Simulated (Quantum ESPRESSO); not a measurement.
Runs of Quantum ESPRESSO 7.5 on KI. The structure is cubic, space group Fm-3m (No. 225). The conventional cell has a = 7.066 Å, b = 7.066 Å, c = 7.066 Å, α = 90.00°, β = 90.00°, γ = 90.00°. I (site symmetry m-3m) has 6 K at 3.53 Å as nearest neighbours. K (site symmetry m-3m) is surrounded by 6 I at 3.53 Å. 

| task | level | potentials or basis | cell | k mesh | cutoff (eV) | smearing | iterations | mesh quality | gap on the mesh (eV) | pressure (GPa) | V0 of scaled cells (Å³/atom) | B0 (GPa) |
| --- | --- | --- | --- | --- | --- | --- | --- | --- | --- | --- | --- | --- |
| single point | PBE | SG15 PBE 1.2 | as given | 4 × 4 × 4 | 1020 | fermi-dirac 0.05 eV | - | not flagged | 3.96 | 0.6 | - | - |
| dielectric tensor | PBE | PseudoDojo 0.4.1 SR PBE standard | as given | 6 × 6 × 6, shifted | 1007 | fermi-dirac 0.05 eV | - | not flagged | - | 0.6 | - | - |
| single point | PBE | PseudoDojo 0.5 SR PBE stringent | as given | 7 × 7 × 7 | 1225 | fixed | - | not flagged | 3.97 | -4.0 | - | - |
| energy-loss spectrum | PBE | Ansatz NC SR PBE | as given | 2 × 2 × 2, shifted | 952 | fermi-dirac 0.05 eV | 300 | coarse | - | 0.5 | - | - |
| phonons and Raman activities | PBE | SPMS 1.0 PBE | relaxed | 2 × 2 × 2, shifted | 912 | fermi-dirac 0.05 eV | - | coarse | - | 0.0 | - | - |
| band structure | PBE | PseudoDojo 0.4.1 SR PBE standard | as given | 7 × 7 × 7 | 1007 | fermi-dirac 0.05 eV | - | not flagged | 3.96 | 0.6 | - | - |
| equation of state | rev-vdW-DF2 | PseudoDojo 0.4.1 SR PBE standard | as given | 7 × 7 × 7 | 1007 | fermi-dirac 0.05 eV | - | not flagged | - | - | (a) | 13 |
| equation of state | PBE+D3(BJ) | PseudoDojo 0.4.1 SR PBE standard | as given | 7 × 7 × 7 | 1007 | fermi-dirac 0.05 eV | - | not flagged | - | - | (b) | 13 |
| phonons | PBE | JTH 2.0 PBE | relaxed | 4 × 4 × 4, shifted | 490 | fermi-dirac 0.05 eV | - | not flagged | - | 0.0 | - | - |
| band structure | PBEsol | PseudoDojo 0.4.1 SR PBEsol standard | as given | 7 × 7 × 7 | 1007 | fermi-dirac 0.05 eV | - | not flagged | 3.82 | (c) | - | - |
| equation of state | PBEsol | PseudoDojo 0.4.1 SR PBEsol standard | as given | 7 × 7 × 7 | 1007 | fermi-dirac 0.05 eV | - | not flagged | - | - | 42.99 | 12 |
| single point | PBE | SSSP 1.3 efficiency PBE | as given | 7 × 7 × 7 | 816 | fermi-dirac 0.05 eV | - | not flagged | 3.96 | 0.6 | - | - |

Alike in all rows: no spin polarisation.

**Question.** Estimate the missing entries.

**Answer.** (a) 43.57; (b) 43.21; (c) -0.3.

Caveats: some runs use coarse meshes; spin-orbit coupling is left out, which moves the levels of the heavy elements (some runs); an odd mesh through Γ misses points on the zone boundary, where band edges often lie (some runs); this potential file gives levels or pressures that part from those of other sets (some runs); the Lanczos chain is short for so many electrons, so humps in the spectrum may be artefacts (some runs); the potentials were made for another functional, which shifts forces and pressure (some runs); the cutoff is low for these files, which shifts pressure and relaxed volume (some runs).

A k mesh can miss the band edges, and the runs leave out spin-orbit coupling on I.

Not every run made on this cell is shown here.
